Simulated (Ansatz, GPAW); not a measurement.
Given: the input of a run of Ansatz 0.2.0 on Al. This isn't the form of Al at room conditions, which is fcc.

The input input.yaml:

```yaml
crystal:
  lattice:
    - [-1.59121869, 1.59121869, 1.59121869]
    - [1.59121869, -1.59121869, 1.59121869]
    - [1.59121869, 1.59121869, -1.59121869]
  atoms:
    - { symbol: Al, position: [0.0, 0.0, 0.0] }
hamiltonian:
  xc: lda
  pseudopotentials: { kind: paw }
kpoints:
  mp_grid: { grid: [12, 12, 12] }
scf:
  occupations: { method: gaussian, width: 0.02 }
output:
  forces: true
  stress: true
  eigenvalues: true
```

Potentials or basis: Ansatz PAW.

Command:

```bash
$ ansatz run input.yaml --threads 1 --pin off --max-ram 3584MiB --backend cpu --events-out ev --progress --plain --runs-dir out
```

Q: What does the same run look like in GPAW 26.7.0 (ASE script)? Potentials or basis there: the program's PAW data sets (release 1.2.1) made for this functional, cutoff 600 eV.

A: As run (cutoffs and basis follow the program's own potentials, and thresholds, step limits or extra output files can differ):

The input run.py:

```python
from ase.dft.bandgap import bandgap
from ase.io import read, write
from ase.units import GPa
from gpaw import GPAW, PW

atoms = read('POSCAR')

calc = GPAW(mode=PW(600),
            xc='LDA',
            kpts={'size': (12, 12, 12), 'gamma': True},
            occupations={'name': 'methfessel-paxton', 'order': 0, 'width': 0.02},
            nbands=7,
            convergence={'density': 1e-05, 'energy': 1e-05},
            maxiter=150,
            txt='gpaw.txt')
atoms.calc = calc
energy = atoms.get_potential_energy()
forces = atoms.get_forces()
stress = atoms.get_stress()
calc.write('gs.gpw')
write('result.traj', atoms)
print(f'Energy: {energy:.6f} eV')
print('Forces (eV/A):')
print(forces.round(4))
print('Stress (GPa):', (stress / GPa).round(3))
print('Fermi level:', round(calc.get_fermi_level(), 4), 'eV')
print(f'Gap: {bandgap(calc)[0]:.4f} eV, direct: {bandgap(calc, direct=True)[0]:.4f} eV')
```

Contents of POSCAR:

```
Al
1.0
   -1.5912186900      1.5912186900      1.5912186900
    1.5912186900     -1.5912186900      1.5912186900
    1.5912186900      1.5912186900     -1.5912186900
Al
1
Direct
    0.0000000000      0.0000000000      0.0000000000
```

Potentials or basis: the program's PAW data sets (release 1.2.1) made for this functional, pw.

Run with:

```sh
$ OMP_NUM_THREADS=1 python run.py
```

Both were run:

|  | Ansatz | GPAW |
| --- | --- | --- |
| Pressure | 0.5 GPa | 0.7 GPa |

Ansatz's pressure holds a Pulay term of +0.06 GPa for its cutoff of 420 eV, which the other run lacks.

Ansatz's potentials were made for PBE.

Where Ansatz's input types no cutoff or centring, it takes its own default and a Γ-centred mesh.

The two programs' LDA may be different fits to the electron gas.

Pressure is positive in compression.
